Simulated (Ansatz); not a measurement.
Runs of Ansatz 0.2.0 on Si. Symmetry: Fd-3m, No. 227, cubic system. Conventional cell: a = 5.444 Å, b = 5.444 Å, c = 5.444 Å, α = 90.00°, β = 90.00°, γ = 90.00°. Si (site symmetry -43m) is surrounded by 4 Si at 2.36 Å. 

```csv
task,level,potentials or basis,spin,cell,k mesh,cutoff (eV),smearing,basis error allowed,mesh quality,gap on the mesh (eV),pressure (GPa),relaxed volume (Å³/atom)
relaxation of cell and atoms,BLYP+D3(BJ),"all-electron LAPW, scalar-relativistic",off,relaxed,8 × 8 × 8,-,fermi-dirac 0.05 eV,0.001 eV/atom,not flagged,0.82,0.0,19.82
relaxation of cell and atoms,BLYP,"all-electron LAPW, scalar-relativistic",off,relaxed,8 × 8 × 8,-,fermi-dirac 0.05 eV,0.001 eV/atom,not flagged,(c),0.0,21.16
density of states,PBE,"all-electron LAPW, relativistic spinors","SOC, no magnetisation",as given,6 × 6 × 6,218,gaussian 0.05 eV,0.001 eV/atom,not flagged,0.71,1.4,-
Born charges and dielectric tensor,PBE,all-electron PAW datasets made for the crystal,off,as given,8 × 8 × 8,200,fixed,-,not flagged,(a),-,-
single point,HSE06,all-electron PAW datasets made for the crystal,off,as given,4 × 4 × 4,200,fermi-dirac 0.05 eV,-,coarse,(d),-,-
relaxation of cell and atoms,PBEsol,"all-electron LAPW, scalar-relativistic",off,relaxed,8 × 8 × 8,-,fermi-dirac 0.05 eV,0.001 eV/atom,not flagged,(b),0.0,20.04
single point,PBE0,all-electron PAW datasets made for the crystal,off,as given,6 × 6 × 6,200,fermi-dirac 0.05 eV,-,not flagged,1.95,-,-
```

Q: Fill in the values left out.

A: (a) 0.63; (b) 0.51; (c) 0.91; (d) 1.33.

Caveats: some runs use coarse meshes; the program warned that the printed levels may be off, so bands, gaps and densities of states are rough (some runs); the gap is small at this level, which inflates the dielectric constant (some runs).

A k mesh can miss the band edges.

Not every run made on this cell is shown here.
